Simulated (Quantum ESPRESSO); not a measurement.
**NiO: zone-centre phonons under several settings**

```
Ni O
1.0
     0.00000    2.08590    2.08590
     2.08590    0.00000    2.08590
     2.08590    2.08590    0.00000
Ni O
1 1
Direct
  0.00000 0.00000 0.00000
  0.50000 0.50000 0.50000
```

All runs used Quantum ESPRESSO 7.5; k mesh 6 × 6 × 6, shifted; relaxed cell; collinear spin, ferromagnetic start; occupations fermi-dirac, width 0.05 eV.

```csv
level,potentials,cutoff (eV),volume (Å³/atom),pressure (GPa),lowest optical mode without the field (cm⁻¹)
PBEsol,PseudoDojo 0.4.1 SR PBEsol standard,1333,?,0.0,?
PBEsol,GBRV 1.5 PBEsol,612,8.59,-0.1,359
```

Task: What stands in the row left open?

Result: Volume 8.55 Å³/atom; lowest optical mode without the field 343 cm⁻¹.

Caveats: all runs use coarse meshes; the mesh is thin for the phonons of a metal; before the sum rule the acoustic modes lie tens of cm⁻¹ from zero, a sign that the density grid also shifts the optical modes (some runs).

For the row left open. Caveat: the k mesh is coarse (spacing up to 0.43 Å⁻¹), so the values aren't converged; the mesh is thin for the phonons of a metal; before the sum rule the acoustic modes lie tens of cm⁻¹ from zero, a sign that the density grid also shifts the optical modes.
